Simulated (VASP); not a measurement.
# LiH: band structure with PBE

LiH:

```xyz
2
Lattice="2.5070 0.0000 0.0000 0.0000 2.5070 0.0000 0.0000 0.0000 2.5070" Properties=species:S:1:pos:R:3 pbc="T T T"
Li    1.2535    1.2535    1.2535
H     0.0000    0.0000    0.0000
```

The cell was built by a generator and needn't be a form met in nature.

```yaml
Program: VASP 6.6.1
Task: band structure
Functional: PBE
Potentials_or_basis: VASP PAW PBE potentials, release 64 (Li_sv, H_h)
Cutoff: 900 eV
k_mesh: 11 × 11 × 11
Occupations: fermi-dirac, width 0.05 eV
Spin: no spin polarisation
Further_INCAR_settings: ALGO = Normal; EDIFF = 1e-06; NBANDS = 9
```

| Quantity | Value |
| --- | --- |
| Pressure | -0.2 GPa |
| Band gap along the path | 0.71 eV, indirect (least direct gap 4.21 eV) |

Levels at the corners of the path, in eV from the valence-band top:
| point | band 1 | band 2 | band 3 | band 4 | band 5 | band 6 | band 7 |
| --- | --- | --- | --- | --- | --- | --- | --- |
| Γ | -48.10 | -8.80 | 11.93 | 11.93 | 11.93 | 12.47 | 15.07 |
| X | -48.04 | -6.55 | 0.71 | 11.38 | 16.20 | 16.20 | 19.76 |
| X | -48.04 | -6.55 | 0.71 | 11.38 | 16.20 | 16.20 | 19.76 |
| M | -48.00 | -2.66 | 1.55 | 1.55 | 9.05 | 19.40 | 20.74 |
| M | -48.00 | -2.66 | 1.55 | 1.55 | 9.05 | 19.40 | 20.74 |
| Γ | -48.10 | -8.80 | 11.93 | 11.93 | 11.93 | 12.47 | 15.07 |
| Γ | -48.10 | -8.80 | 11.93 | 11.93 | 11.93 | 12.47 | 15.07 |
| R | -47.95 | 0.00 | 6.41 | 6.41 | 6.41 | 8.75 | 8.75 |
| R | -47.95 | 0.00 | 6.41 | 6.41 | 6.41 | 8.75 | 8.75 |
| X | -48.04 | -6.55 | 0.71 | 11.38 | 16.20 | 16.20 | 19.76 |
| M | -48.00 | -2.66 | 1.55 | 1.55 | 9.05 | 19.40 | 20.74 |
| R | -47.95 | 0.00 | 6.41 | 6.41 | 6.41 | 8.75 | 8.75 |

Run time: 35 s on 1 thread of AMD EPYC 7R13 Processor (Zen 3) (shared host), peak memory 0.13 GiB.
